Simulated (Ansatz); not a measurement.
# TaC: the cost of one run

Program: Ansatz 0.2.0. Level of theory: DFT PBE, scalar-relativistic, plane waves, PAW. These are calculated values, not measurements.

The COD entry's cell or inner coordinates are ideal or old and differ from later refinements, so a difference from it is no clean test against experiment.

## Step 1: Starting point

The structure is cubic, space group Fm-3m (No. 225). Conventional cell: a = 4.446 Å, b = 4.446 Å, c = 4.446 Å, α = 90.00°, β = 90.00°, γ = 90.00°. Ta (site symmetry m-3m) has 6 C at 2.22 Å as nearest neighbours. Around C (site symmetry m-3m) lie 6 Ta at 2.22 Å.

As a file:

```
Ta C
1.0
     0.00000    2.22300    2.22300
     2.22300    0.00000    2.22300
     2.22300    2.22300    0.00000
Ta C
1 1
Direct
  0.00000 0.00000 0.00000
  0.50000 0.50000 0.50000
```

## Step 2: The first run

input.yaml reads:

```yaml
crystal:
  lattice:
    - [0.0, 2.223, 2.223]
    - [2.223, 0.0, 2.223]
    - [2.223, 2.223, 0.0]
  atoms:
    - { symbol: Ta, position: [0.0, 0.0, 0.0] }
    - { symbol: C, position: [0.5, 0.5, 0.5] }
basis:
  ecutwfc: 420
  ecutrho_ratio: 4
kpoints:
  mp_grid: { grid: [18, 18, 18] }
hamiltonian:
  xc: pbe
scf:
  occupations: { method: gaussian, width: 0.05 }
output:
  forces: true
  stress: true
  eigenvalues: true
```

Command:

```sh
$ ansatz run input.yaml --threads 1 --pin off --max-ram 2560MiB --backend cpu --events-out ev --progress --plain --runs-dir out
```

Q: Estimate wall time and peak memory on 1 thread of Arm Neoverse V2, shared host.

About 3 s, with a peak of 0.33 GiB.
